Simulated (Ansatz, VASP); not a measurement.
Two plane-wave programs on TaN

```
Ta N
1.0
     2.93800    0.00000    0.00000
    -2.93800    5.08877    0.00000
     0.00000    0.00000    2.88300
Ta N
2 2
Direct
  0.33333 0.33333 0.50000
  0.33333 0.83333 0.50000
  0.00000 0.00000 0.00000
  0.00000 0.50000 0.00000
```

Alike in both runs: task single point; functional PBEsol; k mesh 7 × 7 × 7; occupations gaussian, width 0.05 eV; collinear spin; Hubbard terms Ta d U = 8.0 eV, J = 0.5 eV.

```csv
,VASP,Ansatz
version,VASP 6.6.1,Ansatz 0.2.0
potentials or method,"VASP PAW PBE potentials, release 64 (Ta_pv, N)","scalar-relativistic, plane waves, PAW"
plane-wave cutoff (eV),520,420
valence electrons in the cell,32,36
```

VASP gave:

```
gap on the k mesh at the Fermi level (eV)       : 0.02
least direct gap on the mesh (eV)               : 0.02
pressure (GPa)                                  : 21.4
largest component of the traceless stress (GPa) : 1.76
rms of the force components (eV/Å)              : 0.004
net moment per atom (μB)                        : 0.00
```

Q: Estimate Ansatz's values.

A: gap on the k mesh at the Fermi level (eV): 0.27; least direct gap on the mesh (eV): 0.27; pressure (GPa): 3.4; largest component of the traceless stress (GPa): 4.20; rms of the force components (eV/Å): 0.006; net moment per atom (μB): 0.00.

The programs project onto different local orbitals, so the same U acts differently. The two sets of potentials don't hold the same shells in valence. Ansatz warned: «seeded_moment_not_kept».

Caveats: the PAW data sets were made with another functional, which shifts forces and pressure a little (VASP); spin-orbit coupling is left out, which moves the levels of the heavy elements; an odd mesh through Γ misses points on the zone boundary, where band edges often lie. The state reached can hang on the start; a lower one may exist.
